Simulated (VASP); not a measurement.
Input of a VASP 6.6.1 run:

The input INCAR:

```
SYSTEM = Ca
PREC = Accurate ; ENCUT = 520
EDIFF = 1E-7 ; ISMEAR = 0
SIGMA = 0.1 ; LREAL = .FALSE.
LASPH = .TRUE. ; NELM = 100
ALGO = Normal ; ISIF = 2
LWAVE = .FALSE. ; LCHARG = .TRUE.
GGA = PS ; LELF = .TRUE.
LVHAR = .TRUE. ; NBANDS = 17
```

File KPOINTS:

```
regular mesh
0
G
  6 6 4
  0 0 0
```

Contents of POSCAR:

```
Ca
1.0
    1.9712759950     -3.3954901800      0.0000000000
    1.9712759950      3.3954901800      0.0000000000
    0.0000000000      0.0000000000      6.5091117400
Ca
2
Direct
    0.8355866000      0.1644134000      0.2500000000
    0.1644134000      0.8355866000      0.7500000000
```

Potentials or basis: VASP PAW PBE potentials, release 64 (Ca_sv).

The run is started by

```console
$ cat potpaw_PBE.64/Ca_sv/POTCAR > POTCAR
$ mpirun -np 1 vasp_std > vasp.out
```

(1) Estimate the pressure.

(2) Predict the band gap on the k mesh.

Answers

(1) -1.1 GPa.

(2) none (metal or under the smearing width).

Caveat: the PAW data sets were made with another functional, which shifts forces and pressure a little.
